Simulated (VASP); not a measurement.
## LiCl in VASP 6.6.1, single-point calculation

INCAR

```
SIGMA = 0.02
NBANDS = 18
NSW = 0
EDIFF = 1E-7
LASPH = .TRUE.
IBRION = -1
ISIF = 2
ISMEAR = -1
METAGGA = MS2
PREC = Accurate
LREAL = .FALSE.
LWAVE = .FALSE.
ENCUT = 520
NELM = 76
LCHARG = .FALSE.
```

KPOINTS

```
KPOINTS created by Atomic Simulation Environment
0
Gamma
12 12 4
0 0 0
```

POSCAR

```
Li Cl
 1.0000000000000000
     3.8941840841100865    0.0000000000286279   -0.0000000000000000
    -1.9470920420798359    3.3724623438380581    0.0000000000000000
    -0.0000000000000000   -0.0000000000000000    6.2244574210738799
 Li  Cl
   2   2
Cartesian
 -0.0000000000165285  2.2483082292349144 -0.0194643248504133
  1.9470920420467788  1.1241541146317715  3.0927643856865266
 -0.0000000000165285  2.2483082292349144  2.3536358577531180
  1.9470920420467788  1.1241541146317715  5.4658645682900575
```

The recommended PBE PAW datasets give the neutral cell 20 valence electrons.

Command

```
mpirun -np 1 vasp_std
```

OSZICAR

```
N       E                     dE             d eps       ncg     rms          rms(c)
DAV:   1     0.105906236829E+03    0.10591E+03   -0.82422E+03  2052   0.997E+02
DAV:   2    -0.212543860811E+02   -0.12716E+03   -0.12285E+03  2520   0.231E+02
DAV:   3    -0.348404839864E+02   -0.13586E+02   -0.13537E+02  3504   0.640E+01
DAV:   4    -0.351958525914E+02   -0.35537E+00   -0.35418E+00  2956   0.118E+01
DAV:   5    -0.352145025283E+02   -0.18650E-01   -0.18646E-01  3174   0.219E+00    0.449E+00
DAV:   6    -0.264484561861E+02    0.87660E+01   -0.33284E+00  2100   0.166E+01    0.285E+00
DAV:   7    -0.266384377744E+02   -0.18998E+00   -0.37110E-01  3078   0.379E+00    0.188E+00
DAV:   8    -0.267054268266E+02   -0.66989E-01   -0.64258E-02  2390   0.199E+00    0.174E-01
DAV:   9    -0.267072218803E+02   -0.17951E-02   -0.21399E-03  2994   0.358E-01    0.175E-01
DAV:  10    -0.267083452162E+02   -0.11233E-02   -0.66835E-04  2294   0.189E-01    0.272E-02
DAV:  11    -0.267085492462E+02   -0.20403E-03   -0.28150E-04  2640   0.118E-01    0.118E-02
DAV:  12    -0.267085588107E+02   -0.95645E-05   -0.13582E-05  2878   0.296E-02    0.748E-03
DAV:  13    -0.267085596628E+02   -0.85209E-06   -0.17053E-06  2548   0.938E-03    0.221E-03
DAV:  14    -0.267085595988E+02    0.64023E-07   -0.25425E-07  2932   0.356E-03
   1 F= -.26708560E+02 E0= -.26708560E+02  d E =-.209157E-12
```

From OUTCAR

```
k-points           NKPTS =     57   k-points in BZ     NKDIM =     57   number of bands    NBANDS=     18

   NELECT =      20.0000    total number of electrons

   dimension x,y,z NGX =    30 NGY =   30 NGZ =   48
   dimension x,y,z NGXF=    60 NGYF=   60 NGZF=   96

  energy-cutoff  :      520.00
  volume of cell :       81.75
      direct lattice vectors                 reciprocal lattice vectors
     3.894184084  0.000000000  0.000000000     0.256793202  0.148259624  0.000000000
    -1.947092042  3.372462344  0.000000000    -0.000000000  0.296519249  0.000000000
     0.000000000  0.000000000  6.224457421     0.000000000  0.000000000  0.160656573

 k-points in reciprocal lattice and weights: KPOINTS created by Atomic Simulation Env
   0.00000000  0.00000000  0.00000000       0.002
   0.08333333 -0.00000000  0.00000000       0.010
   0.16666667 -0.00000000  0.00000000       0.010
   0.25000000  0.00000000  0.00000000       0.010
   0.33333333  0.00000000  0.00000000       0.010
   0.41666667 -0.00000000  0.00000000       0.010
   0.50000000  0.00000000  0.00000000       0.005
   0.08333333  0.08333333  0.00000000       0.010
   ...

 E-fermi :  -0.9939

 k-point     1 :       0.0000    0.0000    0.0000
  band No.  band energies     occupation
      1     -45.2520      2.00000
      2     -45.2506      2.00000
      3     -15.0518      2.00000
      4     -14.7410      2.00000
      5      -3.5588      2.00000
      6      -1.8961      2.00000
      7      -1.8961      2.00000
      8      -1.5624      2.00000
      9      -1.5624      2.00000
     10      -1.4767      2.00000
     11       5.2446      0.00000
     12       7.5096      0.00000
     13       9.2488      0.00000
     14       9.2489      0.00000
     15       9.8268      0.00000
     16      10.1859      0.00000
     17      10.2683      0.00000
     18      10.2684      0.00000

 k-point     2 :       0.0833   -0.0000    0.0000
  band No.  band energies     occupation
      1     -45.2520      2.00000
      2     -45.2505      2.00000
      3     -15.0365      2.00000
      4     -14.7344      2.00000
      5      -3.5219      2.00000
      6      -1.9990      2.00000
      7      -1.9384      2.00000
      8      -1.6800      2.00000
      9      -1.5779      2.00000
     10      -1.4980      2.00000
     11       5.4065      0.00000
     12       7.6714      0.00000
     13       9.1847      0.00000
     14       9.3742      0.00000
     15       9.7652      0.00000
     16       9.9458      0.00000
     17      10.4160      0.00000
     18      10.4619      0.00000

 k-point     3 :       0.1667   -0.0000    0.0000
  band No.  band energies     occupation
      1     -45.2518      2.00000
      2     -45.2503      2.00000
      3     -14.9933      2.00000
      4     -14.7173      2.00000
      5      -3.4159      2.00000
      6      -2.2756      2.00000
      7      -2.0463      2.00000
      8      -1.9684      2.00000
      9      -1.6247      2.00000
     10      -1.5621      2.00000
     11       5.8212      0.00000
     12       8.0226      0.00000
     13       9.0746      0.00000
     14       9.2085      0.00000
     15       9.6683      0.00000
     16      10.1796      0.00000
     17      10.4459      0.00000
     18      10.8168      0.00000

 ...

  Total       -0.3441218     -0.3441218     -0.3564209      0.0000000      0.0000000      0.0000000
  in kB       -6.7446239     -6.7446239     -6.9856794      0.0000000      0.0000000      0.0000000
  external PRESSURE =      -6.8249758 kB  Pullay stress =       0.0000000 kB

 POSITION                                       TOTAL-FORCE (eV/Angst)
 -----------------------------------------------------------------------------------
     -0.00000      2.24831      6.20499        -0.000000      0.000000      0.001565
      1.94709      1.12415      3.09276        -0.000000     -0.000000      0.001565
     -0.00000      2.24831      2.35364         0.000000      0.000000     -0.001565
      1.94709      1.12415      5.46586         0.000000     -0.000000     -0.001565
 -----------------------------------------------------------------------------------
    total drift:                                0.000000      0.000000     -0.007048

  FREE ENERGIE OF THE ION-ELECTRON SYSTEM (eV)
  ---------------------------------------------------
  free  energy   TOTEN  =       -26.7085595988 eV

  energy  without entropy=      -26.7085595988  energy(sigma->0) =      -26.70855960
```

It converged. Results: gap between bands v and c on the k mesh 6.72 eV; least direct gap on the k mesh 6.72 eV; pressure -0.7 GPa. Band v is the last that the valence electrons fill when counted band by band, and c is the next.

For comparison, a separate PBE run of the intended cell, on usual settings and not on those above, gives a gap of 6.03 eV on its mesh and a pressure of 0.6 GPa.

The run above took about 3.6 min on one core of a shared host (Intel Xeon Platinum 8488C) and held 0.23 GiB at most.
